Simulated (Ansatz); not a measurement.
Zone-centre phonons of TaN at 50 GPa: input and output

All numbers below come from DFT PBE, scalar-relativistic, plane waves, PAW in Ansatz 0.2.0.

Launched with:
```bash
ansatz run input.yaml --threads 1 --pin off --max-ram 3072MiB --backend cpu --events-out ev --progress --plain --runs-dir out
```

Input (bare energies are in eV):
```yaml
crystal:
  lattice:
    - [0.0, 2.1242973382, 2.1242973382]
    - [2.1242973382, 0.0, 2.1242973382]
    - [2.1242973382, 2.1242973382, 0.0]
  atoms:
    - { symbol: Ta, position: [0.5, 0.5, 0.5] }
    - { symbol: "N", position: [0.0, 0.0, 0.0] }
basis:
  ecutwfc: 420
kpoints:
  mp_grid: { grid: [18, 18, 18] }
hamiltonian:
  xc: pbe
scf:
  occupations: { method: fermi_dirac, width: 0.15 }
output:
  eigenvalues: true
phonons:
  method: dfpt
  eigenvectors: true
```

The end of the output:
```
--- Phonons (Γ-DFPT): 2 representative perturbations + reference, on 480 of 5832 k-points (Σ response iterations 6) ---
  k mesh reduced under 8 symmetry operations, with k and −k counted as one. Each operation leaves every solved perturbation unchanged. A smaller set is not used because it would not reduce the number of displacements ...
  ASR residual: 7.372e-4 → 0.000e0 eV/Å²; symmetrization residual: 2.506e-6 eV/Å²
  ASR residual per site (eV/Å²): 7.37e-4 7.40e-5
  Γ frequencies (cm⁻¹): 0.00 0.00 0.00 531.15 531.15 531.15
  non-analytic LO–TO correction: not included (Born effective charges unavailable; polar crystals: no LO–TO splitting at Γ)
```

Time: 44 s on 1 thread of Arm Neoverse V1, on a shared host, peak memory 0.66 GiB.

In a metal, frequencies and elastic constants depend on the k mesh and the smearing, soft modes and shear constants most. Spin–orbit coupling is left out, which can shift energies with elements as heavy as these. Other phases may be more stable at this pressure.

This rock-salt form isn't the usual stable structure of the compound at low pressure.